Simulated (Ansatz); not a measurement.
**From the elastic tensor of CaF₂ at 11 GPa (stress–strain coefficients) to moduli and sound speeds**

Computed with Ansatz, DFT PBEsol, scalar-relativistic, plane waves, PAW. Plane waves to 420 eV; Γ-centred k mesh 8×8×8; fixed occupations. No spin polarisation.

The structure is cubic, space group Fm-3m (No. 225). Conventional cell: a = 5.241 Å, b = 5.241 Å, c = 5.241 Å, α = 90.00°, β = 90.00°, γ = 90.00°. Around Ca (site symmetry m-3m) lie 8 F at 2.27 Å. Around F (site symmetry -43m) lie 4 Ca at 2.27 Å.

The real crystal has changed phase below this pressure.

Relaxed-ion constants (GPa, on the Cartesian axes of the calculation):
C11 = 222.6, C12 = 89.6, C13 = 89.6, C22 = 222.6, C23 = 89.6, C33 = 222.6, C44 = 42.0, C55 = 42.0, C66 = 42.0 GPa; the others vanish.

Density 3.602 g/cm³; 3 atoms in 35.99 Å³.

The values that follow are for a polycrystal of randomly turned grains, by Hill's mean where one number stands.

| Quantity | Value |
| --- | --- |
| Bulk modulus, Voigt / Reuss / Hill | 133.9 / 133.9 / 133.9 GPa |
| Shear modulus, Voigt / Reuss / Hill | 51.8 / 49.3 / 50.6 GPa |
| Young's modulus | 135 GPa |
| Poisson ratio | 0.332 |
| Pugh ratio B/G | 2.65 |
| Universal anisotropy index | 0.26 |
| Longitudinal and transverse sound speeds | 7476 and 3746 m/s |
| Debye temperature from the mean sound speed | 546 K |

Cost: 1 run of about 0.43 core-minutes, on Arm Neoverse V1 (shared hosts).

The cubic lattice resists compression much more strongly than shear, and it is moderately anisotropic: C44 lies well below (C11 − C12)/2, so the crystal is stiffest along the cube axes. Fluorite's structure offers a reason. Fluorine sits on a site without inversion symmetry, so a C44 shear lets the anion sublattices shift against calcium and relieve part of the stress, whereas a tetragonal strain permits no such shift. The same relaxation probably contributes to C12 exceeding C44 by more than twice the pressure, so this departure from the Cauchy relation is not in itself evidence of covalent or other non-central forces.

The constants satisfy the cubic elastic stability conditions, which is compatible with a metastable fluorite phase: a reconstructive, first-order transition is governed by enthalpy and needs no vanishing elastic modulus. Nor does the Pugh ratio of 2.65 establish ductility, since fluorite is known to cleave readily on its octahedral planes at ambient conditions, and plasticity in an ionic crystal depends on slip systems and dislocation mobility.
